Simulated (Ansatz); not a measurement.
BeTe built on the h-MgO prototype (no longer in that coordination) was relaxed with r2SCAN, strained in 2 ways (changes of length per length), its atoms relaxed again with r2SCAN, and run with HSE06 in the plane-wave code Ansatz. No spin polarisation. The prototype was imposed, so other structures may be more stable.

Uniaxial +1.87 % along x, other directions held. Input:
```yaml
crystal:
  lattice:
    - [4.1062296832, 0.0, 0.0]
    - [-2.0531148416, 3.4908208692, 0.0]
    - [0.0, 0.0, 8.1440451829]
  atoms:
    - { symbol: Be, position: [0.33441029, 0.6688205801, 0.25] }
    - { symbol: Be, position: [0.66558971, 0.3311794199, 0.75] }
    - { symbol: Te, position: [0.6696276215, 0.3392552429, 0.25] }
    - { symbol: Te, position: [0.3303723785, 0.6607447571, 0.75] }
kpoints:
  mp_grid: { grid: [6, 6, 2] }
  band_path:
    path:
      - [0.0, 0.0, 0.0]
      - [0.5, 0.0, 0.0]
      - [0.3333333333, 0.3333333333, 0.0]
      - [0.0, 0.0, 0.5]
      - [0.5, 0.0, 0.5]
      - [0.3333333333, 0.3333333333, 0.5]
      - [0.0, -0.5, 0.25]
      - [-0.177083, 0.447917, 0.0]
      - [-0.5, 0.0, 0.3125]
    npoints: 1
hamiltonian:
  xc: hse06
scf:
  occupations: { method: fixed }
  n_extra_bands: 5
output:
  forces: true
  stress: true
  eigenvalues: true
```

Main results, then levels in eV from the Fermi energy at the points of the path (names of the unstrained zone, bands numbered from 0):
```
Crystal: 4 atoms, lattice volume = 116.738 Å³
Basis set: ecut = 420 eV, 2291 PW (Γ)
Symmetry: 8 space group operations
Space group: Cmcm (ITA 63)
k-points: 26 of 72
Free energy (F): -14155.342340 eV
Fermi energy:    3.504208 eV
--- Forces (eV/Å), atoms counted from 1 ---
  atom   1  Be      0.00000      0.00419      0.00000
  atom   2  Be      0.00000    -0.00419      0.00000
  atom   3  Te      0.00000    -0.00433      0.00000
  atom   4  Te      0.00000      0.00433      0.00000
--- Stress (GPa, compression-positive) ---
       -2.941361       0.000000       0.000000
        0.000000      -1.473225       0.000000
        0.000000       0.000000       0.005420
  P = ⅓ Tr σ = -1.4697 GPa (-14.697 kbar)
```
```tsv
point	band_14	band_15	band_16	band_17	band_18	band_19	band_20
Γ	-0.731	-0.701	-0.674	-0.536	4.237	4.268	5.353
M	-2.196	-1.944	-1.260	-0.152	3.593	3.819	4.387
K	-3.941	-3.594	-0.487	-0.478	4.279	4.283	5.652
A	-0.779	-0.779	-0.636	-0.636	4.498	4.498	5.534
L	-2.074	-2.074	-0.552	-0.552	3.578	3.578	4.112
H	-3.775	-3.775	-0.214	-0.214	3.540	3.540	6.750
(0,-1/2,1/4)	-2.334	-2.153	-0.997	-0.143	3.414	3.673	4.107
(-0.177,0.448,0)	-2.867	-2.615	-1.629	0.042	4.033	5.264	5.463
(-1/2,0,0.312)	-2.143	-2.002	-0.929	-0.264	3.371	3.940	4.156
```

HSE06 gives an indirect gap of 3.33 eV, from k = (-0.177, 0.448, 0) to k = (-1/2, 0, 0.312); the least direct gap is 3.56 eV at k = (0, -1/2, 1/4). The mean pressure at these positions is -1.5 GPa, compression counted positive. (The program warns that its thresholds are loose for a hybrid's stress.)

Task: Uniaxial +2.94 % along z, other directions held gives these blocks instead:
```yaml
crystal:
  lattice:
    - [4.030852737, 0.0, 0.0]
    - [-2.0154263685, 3.4908208692, 0.0]
    - [0.0, 0.0, 8.3834801113]
  atoms:
    - { symbol: Be, position: [0.3333333333, 0.6666666667, 0.25] }
    - { symbol: Be, position: [0.6666666667, 0.3333333333, 0.75] }
    - { symbol: Te, position: [0.6666666667, 0.3333333333, 0.25] }
    - { symbol: Te, position: [0.3333333333, 0.6666666667, 0.75] }
kpoints:
  mp_grid: { grid: [6, 6, 2] }
  band_path:
    path:
      - [0.0, 0.0, 0.0]
      - [0.5, 0.0, 0.0]
      - [0.3333333333, 0.3333333333, 0.0]
      - [0.0, 0.0, 0.5]
      - [0.5, 0.0, 0.5]
      - [0.3333333333, 0.3333333333, 0.5]
      - [0.0, -0.5, 0.25]
      - [0.244792, 0.244792, 0.0]
      - [0.0, -0.5, 0.286458]
    npoints: 1
output:
  forces: true
  stress: true
  eigenvalues: true
  write_density: true
  write_potential: true
  elf: true
  volumetric_format: npy
```
What comes out?

Result:
```
Crystal: 4 atoms, lattice volume = 117.964 Å³
Basis set: ecut = 420 eV, 2345 PW (Γ)
Symmetry: 24 space group operations
Space group: P63/mmc (ITA 194)
k-points: 14 of 72
Free energy (F): -14155.366927 eV
Fermi energy:    3.319014 eV
--- Forces (eV/Å), atoms counted from 1 ---
  atom   1  Be      0.00000      0.00000      0.00000
  atom   2  Be      0.00000      0.00000      0.00000
  atom   3  Te      0.00000      0.00000      0.00000
  atom   4  Te      0.00000      0.00000      0.00000
--- Stress (GPa, compression-positive) ---
       -0.672072       0.000000       0.000000
        0.000000      -0.672072       0.000000
        0.000000       0.000000      -0.018133
  P = ⅓ Tr σ = -0.4541 GPa (-4.541 kbar)
```
```tsv
point	band_14	band_15	band_16	band_17	band_18	band_19	band_20
Γ	-0.689	-0.689	-0.535	-0.535	4.408	4.636	5.565
M	-2.188	-1.990	-1.089	-0.080	3.584	3.941	4.410
K	-3.933	-3.655	-0.350	-0.350	4.212	4.212	5.793
A	-0.613	-0.613	-0.613	-0.613	4.806	4.806	5.711
L	-2.091	-2.091	-0.484	-0.484	3.670	3.670	4.187
H	-3.799	-3.799	-0.154	-0.154	3.627	3.627	6.811
(0,-1/2,1/4)	-2.160	-2.020	-0.903	-0.161	3.464	4.010	4.364
(0.245,0.245,0)	-3.140	-2.935	-1.252	0.025	4.014	5.094	6.582
(0,-1/2,0.286)	-2.152	-2.029	-0.850	-0.191	3.458	4.030	4.257
```
With HSE06 the valence top lies at Γ–K (0.73 of the way from Γ) and the conduction bottom at k = (0, -1/2, 0.286), 3.43 eV higher; the smallest vertical gap, at k = (0, -1/2, 1/4), is 3.62 eV. With the atoms held, the mean pressure is -0.5 GPa (compression positive). The stress of a hybrid is loosely converged here.

No spin-orbit coupling is included; it can move band edges with weight on the heavy atoms by tenths of an eV.

The meshes of the hybrids are coarse, so their gaps aren't converged to the digits shown.
